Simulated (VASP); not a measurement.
# Zn (Pm-3m) in VASP: a series of runs, part 2 of 2

VASP 6.6.1. The steps go on from the part before.

### 4 Band structure, TPSS

INCAR

```
SYSTEM = Zn
PREC = Accurate
ENCUT = 520
EDIFF = 1E-6
ISMEAR = -1
SIGMA = 0.05
LREAL = .FALSE.
LASPH = .TRUE.
NELM = 80
ALGO = Normal
ISIF = 2
LWAVE = .FALSE.
LCHARG = .FALSE.
METAGGA = TPSS
LMIXTAU = .TRUE.
```

KPOINTS

```
regular mesh
0
G
  7 7 7
  0 0 0
```

POSCAR

```
Zn
1.0
    3.7711300000      0.0000000000      0.0000000000
    0.0000000000      3.7711300000      0.0000000000
    0.0000000000      0.0000000000      3.7711300000
Zn
3
Direct
    0.0000000000      0.5000000000      0.5000000000
    0.5000000000      0.0000000000      0.5000000000
    0.5000000000      0.5000000000      0.0000000000
```

KPOINTS_OPT

```
path GXMGRX,MR
10
line-mode
reciprocal
 0.0000000000  0.0000000000  0.0000000000  G
 0.0000000000  0.5000000000  0.0000000000  X

 0.0000000000  0.5000000000  0.0000000000  X
 0.5000000000  0.5000000000  0.0000000000  M

 0.5000000000  0.5000000000  0.0000000000  M
 0.0000000000  0.0000000000  0.0000000000  G

 0.0000000000  0.0000000000  0.0000000000  G
 0.5000000000  0.5000000000  0.5000000000  R

 0.5000000000  0.5000000000  0.5000000000  R
 0.0000000000  0.5000000000  0.0000000000  X

 0.5000000000  0.5000000000  0.0000000000  M
 0.5000000000  0.5000000000  0.5000000000  R
```

Potentials or basis: VASP PAW PBE potentials, release 64 (Zn).

On the command line:

```sh
> cat potpaw_PBE.64/Zn/POTCAR > POTCAR
> mpirun -np 1 vasp_std > vasp.out
```

OUTCAR:

```text
SYSTEM = Zn
   PREC = Accurate
   ENCUT = 520
   EDIFF = 1E-6
   ISMEAR = -1
   LREAL = .FALSE.
   LASPH = .TRUE.
   NELM = 80
   ISIF = 2
   METAGGA = TPSS

 ion  position               nearest neighbor table
   1  0.000  0.500  0.500-   2 2.67   3 2.67   3 2.67   2 2.67   2 2.67   3 2.67   3 2.67   2 2.67

   2  0.500  0.000  0.500-   1 2.67   3 2.67   3 2.67   1 2.67   3 2.67   3 2.67   1 2.67   1 2.67

   3  0.500  0.500  0.000-   1 2.67   2 2.67   1 2.67   2 2.67   2 2.67   2 2.67   1 2.67   1 2.67

  LATTYP: Found a simple cubic cell.
 ALAT       =     3.7711300000
[... 686 lines left out ...]

  FORCE on cell =-STRESS in cart. coord.  units (eV):
  Direction    XX          YY          ZZ          XY          YZ          ZX
  --------------------------------------------------------------------------------------
  -------------------------------------------------------------------------------------
  Total       -1.5316415     -1.5316415     -1.5316415     -0.0000000      0.0000000     -0.0000000
  in kB      -45.7565432    -45.7565432    -45.7565432     -0.0000000      0.0000000     -0.0000000
  external PRESSURE =     -45.7565432 kB  Pullay stress =       0.0000000 kB

 VOLUME and BASIS-vectors are now :
 -----------------------------------------------------------------------------
  energy-cutoff  :      520.00
  volume of cell :       53.63
      direct lattice vectors                 reciprocal lattice vectors
     3.771130000  0.000000000  0.000000000     0.265172508  0.000000000  0.000000000
     0.000000000  3.771130000  0.000000000     0.000000000  0.265172508  0.000000000
     0.000000000  0.000000000  3.771130000     0.000000000  0.000000000  0.265172508

 POSITION                                       TOTAL-FORCE (eV/Angst)
 -----------------------------------------------------------------------------------
      0.00000      1.88556      1.88556         0.000000      0.000000      0.000000
      1.88556      0.00000      1.88556         0.000000      0.000000      0.000000
      1.88556      1.88556      0.00000         0.000000      0.000000      0.000000
 -----------------------------------------------------------------------------------
    total drift:                                0.000000      0.000000      0.000000

  FREE ENERGIE OF THE ION-ELECTRON SYSTEM (eV)
  ---------------------------------------------------
  free  energy   TOTEN  =       -26.7293628697 eV

  energy  without entropy=      -26.7223772330  energy(sigma->0) =      -26.72587005
```

stdout:

```text
POSCAR found type information on POSCAR Zn
 POSCAR found :  1 types and       3 ions
 scaLAPACK will be used
 -----------------------------------------------------------------------------
|                                                                             |
|                                                                             |
|     You enforced a specific xc type in the INCAR file but a different       |
|     I HOPE YOU KNOW WHAT YOU ARE DOING!                                     |
|                                                                             |
 -----------------------------------------------------------------------------

 LDA part: xc-table for (None), standard interpolation
 POSCAR, INCAR and KPOINTS ok, starting setup
 FFT: planning ... GRIDC
 FFT: planning ... GRID_SOFT
 FFT: planning ... GRID
 WAVECAR not read
 entering main loop
 Start KPOINTS_OPT (optional k-point list driver)
k-point batch [1-20\60]
k-point batch [21-40\60]
k-point batch [41-60\60]
```

Run time: 3.7 min. Hardware: 1 thread of AMD EPYC 7R43 (Zen 3), shared host; peak memory 0.14 GiB.

What came out:

| Item | Value |
| --- | --- |
| Free energy | -26.7294 eV |
| Pressure | -4.6 GPa |
| Band gap along the path | none (metal or under the smearing width) |

Levels at the corners of the path, in eV from the Fermi level:
```tsv
point	band 15	band 16	band 17	band 18	band 19	band 20	band 21	band 22
Γ	-6.79	-6.79	0.85	0.85	0.85	3.17	3.17	5.60
X	-6.79	-6.46	-5.66	3.18	3.18	4.98	5.56	5.56
X	-6.79	-6.46	-5.66	3.18	3.18	4.98	5.56	5.56
M	-7.13	-4.76	-3.18	-3.18	-1.59	6.22	6.69	6.69
M	-7.13	-4.76	-3.18	-3.18	-1.59	6.22	6.69	6.69
Γ	-6.79	-6.79	0.85	0.85	0.85	3.17	3.17	5.60
Γ	-6.79	-6.79	0.85	0.85	0.85	3.17	3.17	5.60
R	-6.87	-2.90	-0.57	-0.57	-0.57	-0.57	-0.57	-0.57
R	-6.87	-2.90	-0.57	-0.57	-0.57	-0.57	-0.57	-0.57
X	-6.79	-6.46	-5.66	3.18	3.18	4.98	5.56	5.56
M	-7.13	-4.76	-3.18	-3.18	-1.59	6.22	6.69	6.69
R	-6.87	-2.90	-0.57	-0.57	-0.57	-0.57	-0.57	-0.57
```

Caveat: the PAW data sets were made with another functional, which shifts forces and pressure a little.

### 5 Overview

| level | pressure (GPa) |
| --- | --- |
| r2SCAN | -3.6 |
| SCAN | -4.3 |
| TPSS | -4.6 |

Alike in all rows: task band structure; potentials or basis VASP PAW PBE potentials, release 64 (Zn); no spin polarisation; cell as given; k mesh 7 × 7 × 7; cutoff (eV) 520; smearing fermi-dirac 0.05 eV.

The pressure there spans -4.6 GPa (TPSS) to -3.6 GPa (r2SCAN); a positive pressure means that this level wants a larger cell, a negative one a smaller.

Caveats: the PAW data sets were made with another functional, which shifts forces and pressure a little.

Total energies depend on the potentials used, so only differences within one code and one set of settings carry meaning.
